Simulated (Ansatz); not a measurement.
## Ge: pressure against volume

Ge, P6_3/mmc, a = 4.058 Å, c = 6.693 Å. This isn't the element's structure at ambient conditions. Ansatz: PBE, PAW, 420 eV, Γ-centred 12×12×6 mesh on 4 atoms, Gaussian smearing 0.10 eV; no spin polarisation. Shape and atoms are relaxed at each volume; pressure is positive in compression.

```tsv
V (Å³/atom)	P (GPa)
20.999	10.27
21.715	6.99
22.431	4.24
23.147	1.95
23.863	0.00
24.579	-1.64
25.294	?
26.249	-4.51
```

Question: Take V0 = 23.863 Å³/atom, fit the third-order Birch–Murnaghan form to the other rows, and predict the missing pressure.

Answer: With the Eulerian strain f = ½[(V0/V)^(2/3) − 1] and y = P/[3f(1 + 2f)^(5/2)], the form is the line y = B0 + 1.5 B0 (B0′ − 4) f. Rows (f, y): 0.04449, 62.2; 0.03245, 61.4; 0.02106, 60.5; 0.01026, 60.2; -0.00976, 58.8; -0.03078, 57.2. Means f = 0.01129, y = 60.050; Σ(Δf)² = 0.003859, ΣΔfΔy = 0.2504; the slope is their ratio. y = 59.32 + 64.88 f GPa, so B0 = 59.3 GPa and B0′ = 4 + 2 × (64.88)/(3 × 59.32) = 4.73. At V = 25.294, f = -0.01904, y = 58.08 and P = -3.01 GPa. The run gave -3.01 GPa, the same to the digits shown.